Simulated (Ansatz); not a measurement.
A generator proposed this cell of Al2O3.

```
CELL_PARAMETERS angstrom
3.20705 0.00000 0.00000
0.00000 3.20705 0.00000
0.00000 0.00000 6.75599
ATOMIC_POSITIONS crystal
Al 0.50000 0.50000 0.22283
Al 0.50000 0.50000 0.77717
O 0.00000 0.00000 0.50000
O 0.50000 0.50000 0.38906
O 0.50000 0.50000 0.61094
```

Method: DFT PBE, scalar-relativistic, plane waves, PAW (Ansatz 0.2.0). Plane waves to 420 eV, a k mesh through Γ of 6×6×4 on the computed 5-atom cell and Gaussian smearing (0.10 eV); collinear spin from starting moments 0.0 0.0 1.0 1.0 1.0 μB.

The zero of energy is the elements' standard structures at the same level (O₂ as a molecule); no fitted shifts are applied.

Q: How far from equilibrium is it?

A: The pressure is 148.3 GPa (the mean over three directions, positive in compression), the largest force is 86.70 eV/Å, and the energy is +6.17 eV/atom against the elements. The shortest distance is 1.12 Å, so close that the PAW spheres overlap strongly and these values are rough.

Q: How much does it gain on relaxing, and where does it end?

A: Relaxing gains about 5.4 eV/atom (the start's value is from the coarse mesh, so the gain is rough) in 24 ionic steps and ends at +0.73 eV/atom on the finer mesh. The symmetry stays P4/mmm (No. 123). The volume per atom grows by 31.7 %, from 13.9 to 18.3 Å³. The shortest distance goes from 1.12 Å (Al–O) to 1.35 Å (O–O). The ratio c/a of the conventional cell changes by a factor of 1.10. Conventional cell: a = 3.403 Å, c = 7.901 Å. Al is surrounded by 1 O at 1.71 Å; around O on a site of symmetry 4/mmm lie 8 O at 2.50 Å (long against covalent radii, as for large ions); O on a site of symmetry 4mm is surrounded by 1 O at 1.35 Å, 1 Al at 1.71 Å and 4 O at 2.50 Å.

The last run used collinear spin, a 12×12×6 mesh (in the run's order of axes) for its 5-atom cell and Gaussian smearing of 0.10 eV. Weakly bound directions are ill-defined at this level, which has no dispersion term. The magnetic state reached may not be the lowest. The relaxation can't lower the symmetry of the start. A structure relaxed within its symmetry needn't be a true minimum. Another cell of Al2O3 relaxed alike but without spin, in R-3c (a cell as deposited in COD), lies 3.71 eV/atom lower, so this cell isn't the stable form at this level.
